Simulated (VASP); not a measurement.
The system is KF (Carobbiite).

```xyz
2
Lattice="0.0000 2.6550 2.6550 2.6550 0.0000 2.6550 2.6550 2.6550 0.0000" Properties=species:S:1:pos:R:3 pbc="T T T"
K     0.0000    2.6550    2.6550
F     2.6550    2.6550    2.6550
```

Base run:

| Quantity | Value |
| --- | --- |
| Program | VASP 6.6.1 |
| Functional | PBE0 |
| Potentials or basis | VASP PAW PBE potentials, release 64 (K_sv, F) |
| Cutoff | 520 eV |
| k mesh | 6 × 6 × 6 |
| Occupations | gaussian, width 0.03 eV |
| Spin | no spin polarisation |

Its results: band gap on the k mesh 9.04 eV, direct; pressure 1.2 GPa.

Problem. The run is repeated on the same cell with these changes: functional from PBE0 to HSE06. What comes out?

Solution. Band gap on the k mesh 8.30 eV, direct; pressure 1.3 GPa.

Caveats: the PAW data sets were made with another functional, which shifts forces and pressure a little.
